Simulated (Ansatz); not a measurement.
**Energy ranking of Te structures (sheets)**

These are results of DFT PBE, scalar-relativistic, plane waves, PAW in Ansatz 0.2.0, not measurements. Settings: cutoff 420 eV, Γ-centred meshes spaced at most about 0.3 Å⁻¹, and about 0.25 Å⁻¹ or finer for metals (2π included), Gaussian smearing. No spin polarisation.

Energies count from the standard state of Te at the same level.

These are static total energies at zero pressure. The comparison covers the computed candidates alone. These runs have no spin–orbit coupling, which can matter for Te. The reference form of Te is held partly by dispersion forces, which this level lacks.

Invented guesses were relaxed alike, and ends that match in structure were merged. ΔE counts from the first row. Coordination counts all near atoms (those within 1.25 times the shortest such distance or 1.15 times the sum of covalent radii). All are two-dimensional sheets, periodic along a and b, with vacuum along c.

| # | reached from | layer group | atoms | Å²/atom | coordination | ΔE (meV/atom) | gap on mesh (eV) |
| --- | --- | --- | --- | --- | --- | --- | --- |
| 1 | random sheet | p4/mmm (No. 61) | 3 | 9.1 | Te 4 | 0 | 0.00 |
| 2 | random sheet | p-3m1 (No. 72) | 2 | 10.7 | Te 3 | 121 | 0.00 |
| 3 | random sheet | p6/mmm (No. 80) | 3 | 10.6 | Te 4 | 275 | 0.00 |

The lowest: Layer group p4/mmm (No. 61), a = 3.028 Å, b = 9.002 Å, γ = 90.0°, thickness 0.00 Å between the outermost nuclei. Te at height 0.00 Å has 4 Te at 3.00–3.03 Å. Its energy over the standard state is +0.17 eV/atom. So it is a metastable form at best.

```cif
data_structure
_symmetry_space_group_name_H-M 'P 1'
_symmetry_Int_Tables_number 1
_cell_length_a 3.0277
_cell_length_b 9.0024
_cell_length_c 23.8000
_cell_angle_alpha 90.000
_cell_angle_beta 90.000
_cell_angle_gamma 90.000
_cell_volume 648.70
loop_
_atom_site_label
_atom_site_type_symbol
_atom_site_fract_x
_atom_site_fract_y
_atom_site_fract_z
_atom_site_occupancy
Te1 Te 0.00000 0.16668 0.29412 1
Te2 Te 0.00000 0.83332 0.29412 1
Te3 Te 0.00000 0.50000 0.29412 1
```

The second: Layer group p-3m1 (No. 72), a = 4.967 Å, b = 4.967 Å, γ = 120.0°, thickness 0.75 Å between the outermost nuclei. Te at height 0.75 Å has 3 Te at 2.96 Å. Counting all near atoms, the first has Te 4 and the second has Te 3. Cells relaxed within their symmetry can be saddle points. Some types were kept out of the candidates beforehand, so the set may lack a known form.
